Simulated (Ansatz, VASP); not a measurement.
# CsH in VASP and in Ansatz

```
CELL_PARAMETERS angstrom
3.81841 0.00000 0.00000
0.00000 3.81841 0.00000
0.00000 0.00000 3.81841
ATOMIC_POSITIONS crystal
Cs 0.00000 0.00000 0.00000
H 0.50000 0.50000 0.50000
```

The cell comes from a database or a generator and needn't be the stable form of this composition.

Alike in both runs: task single point; functional LDA; k mesh 8 × 8 × 8; occupations gaussian, width 0.05 eV; no spin polarisation.

|  | VASP | Ansatz |
| --- | --- | --- |
| version | VASP 6.6.1 | Ansatz 0.2.0 |
| potentials or method | VASP PAW LDA potentials, release 64 (Cs_sv, H) | scalar-relativistic, plane waves, PAW |
| plane-wave cutoff (eV) | 520 | 420 |
| valence electrons in the cell | 10 | 10 |

Ansatz gave:

```
gap on the k mesh at the Fermi level (eV) : 2.30
least direct gap on the mesh (eV)         : 2.49
pressure (GPa)                            : -1.9
```

Problem. Estimate VASP's values.

Solution. gap on the k mesh at the Fermi level (eV): 2.27; least direct gap on the mesh (eV): 2.44; pressure (GPa): -1.9.

Caveats: spin-orbit coupling is left out, which moves the levels of the heavy elements. A k mesh can miss the band edges.
